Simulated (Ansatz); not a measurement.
# SnO: convergence and cost

This session on SnO sets out to sweep the k-point mesh on the displaced cell.

Computed with Ansatz 0.2.0 (DFT PBE, scalar-relativistic, plane waves, PAW, unless a step's input says otherwise).

2 further runs of the same task are left out: 1 that didn't finish, 1 set aside as unsound or not needed. Runs told in other sessions of the task aren't counted.

## Step 1: The structure to begin with

It takes space group Cmce (No. 64, orthorhombic). Conventional cell: a = 5.474 Å, b = 5.476 Å, c = 10.222 Å, α = 90.00°, β = 90.00°, γ = 90.00°. Sn (site symmetry m) is surrounded by 4 O at 2.25 to 2.26 Å. O (site symmetry 2) is surrounded by 4 Sn at 2.25 to 2.26 Å.

Structure file:

```
CELL_PARAMETERS angstrom
2.73691 -2.73780 0.00000
2.73691 2.73780 0.00000
0.00000 0.00000 10.22196
ATOMIC_POSITIONS crystal
Sn 0.73655 0.26345 0.86386
Sn 0.26345 0.73655 0.13614
Sn 0.76345 0.23655 0.36386
Sn 0.23655 0.76345 0.63614
O 0.26194 0.23806 0.25000
O 0.73806 0.76194 0.75000
O 0.23806 0.26194 0.75000
O 0.76194 0.73806 0.25000
```

The structure comes from the Materials Project (structure only); it is used as listed.

## Step 2: The base run, which the others are set against

The input, input.yaml:

```yaml
crystal:
  lattice:
    - [2.736912, -2.737796, 0.0]
    - [2.736912, 2.737796, 0.0]
    - [0.0, 0.0, 10.22196]
  atoms:
    - { symbol: Sn, position: [0.736547, 0.263453, 0.863858] }
    - { symbol: Sn, position: [0.263453, 0.736547, 0.136142] }
    - { symbol: Sn, position: [0.763453, 0.236547, 0.363858] }
    - { symbol: Sn, position: [0.236547, 0.763453, 0.636142] }
    - { symbol: O, position: [0.261944, 0.238056, 0.25] }
    - { symbol: O, position: [0.738056, 0.761944, 0.75] }
    - { symbol: O, position: [0.238056, 0.261944, 0.75] }
    - { symbol: O, position: [0.761944, 0.738056, 0.25] }
basis:
  ecutwfc: 420
kpoints:
  mp_grid: { grid: [10, 10, 4] }
hamiltonian:
  xc: pbe
scf:
  occupations: { method: gaussian, width: 0.02 }
output:
  forces: true
  stress: true
  eigenvalues: true
  populations: true
  write_density: true
  write_potential: true
  elf: true
  volumetric_format: npy
```

Its results, from an earlier run: -3295.8503 eV/atom at zero smearing, pressure -0.39 GPa, largest force 0.096 eV/Å, gap on the mesh 0.53 eV, in 7 SCF cycles and 72 s.

The runs on the displaced cell use a copy made earlier, with the atoms moved and the axes strained (about 1 %) at random, so that forces and shear stress do not vanish.

## Step 3: K-point mesh on the displaced cell set to 1×1×1

The input, input.yaml:

```yaml
crystal:
  lattice:
    - [2.7626985156, -2.7298174925, -0.0291122843]
    - [2.7525849748, 2.7197072172, -0.0377131518]
    - [-0.1247915414, -0.0160562955, 10.27055926]
  atoms:
    - { symbol: Sn, position: [0.7355854614, 0.2633795672, 0.8633106553] }
    - { symbol: Sn, position: [0.2739015173, 0.744048409, 0.1349487425] }
    - { symbol: Sn, position: [0.7572459698, 0.2368651919, 0.3670846305] }
    - { symbol: Sn, position: [0.2410313243, 0.7817785168, 0.634917153] }
    - { symbol: O, position: [0.2718761633, 0.2465292227, 0.2467669246] }
    - { symbol: O, position: [0.7431773681, 0.7823784534, 0.7491064042] }
    - { symbol: O, position: [0.2215019945, 0.2758207736, 0.7494336474] }
    - { symbol: O, position: [0.7780204891, 0.7599118483, 0.2534839953] }
basis:
  ecutwfc: 420
kpoints:
  mp_grid: { grid: [1, 1, 1] }
hamiltonian:
  xc: pbe
scf:
  occupations: { method: gaussian, width: 0.02 }
output:
  forces: true
  stress: true
  eigenvalues: true
```

Command:

```sh
$ ansatz run input.yaml --threads 2 --pin off --max-ram 5120MiB --backend cpu --events-out ev --progress --plain --runs-dir out
```

Further runs follow: K-point mesh on the displaced cell: 2×2×1; K-point mesh on the displaced cell: 4×4×1; K-point mesh on the displaced cell: 4×4×2; K-point mesh on the displaced cell: 6×6×2.

**Question.** What does this series show?

The runs gave:

```
                                                                  quantity                      value
k-point mesh on the displaced cell: within 10 and 1 meV/atom of 6×6×4 from  4×4×1 for 10; 6×6×2 for 1
```

In words: For the k-point mesh on the displaced cell, the energy stays within 1 meV/atom of the reference from 6×6×2 on, at about 0.5 of the reference's time. The reference is only the best run made, not a proven limit. A mesh shows the true gap only if it holds both band edges, so the gap need not fall steadily as the mesh grows. The error changes sign along the series, since a k mesh isn't variational. Forces stay within 0.01 eV/Å of the reference from 4×4×2 on.

Spin-orbit coupling is left out, though the cell holds Sn; it can move the gap.
